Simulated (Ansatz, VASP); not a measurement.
## AgBr2: VASP beside Ansatz

```
Ag Br
1.0
     0.00000    4.46396    4.46396
     4.46396    0.00000    4.46396
     4.46396    4.46396    0.00000
Ag Br
2 4
Cartesian
  0.0000 0.0000 0.0000
  2.2320 2.2320 2.2320
  5.5800 5.5800 5.5800
  5.5800 3.3480 3.3480
  3.3480 3.3480 5.5800
  3.3480 5.5800 3.3480
```

Alike in both runs: functional PBE; k mesh 8 × 8 × 8; occupations gaussian, width 0.1 eV; no spin polarisation.

Ansatz relaxed the structure, and its values are those at the end. VASP's run is a single point on that final structure, the one shown.

```csv
,VASP,Ansatz
version,VASP 6.6.1,Ansatz 0.2.0
potentials or method,"VASP PAW PBE potentials, release 64 (Ag, Br)","scalar-relativistic, plane waves, PAW"
plane-wave cutoff (eV),520,420
valence electrons in the cell,50,66
```

|  | VASP | Ansatz | Ansatz less VASP |
| --- | --- | --- | --- |
| gap on the k mesh at the Fermi level (eV) | none | none | - |
| pressure (GPa) | 0.0 | 0.0 | +0.02 |

A gap of «none» marks a metal or a gap that the smearing closes. With one functional, cell and mesh, what is left measures potentials, basis and numerics. The two sets of potentials don't hold the same shells in valence.
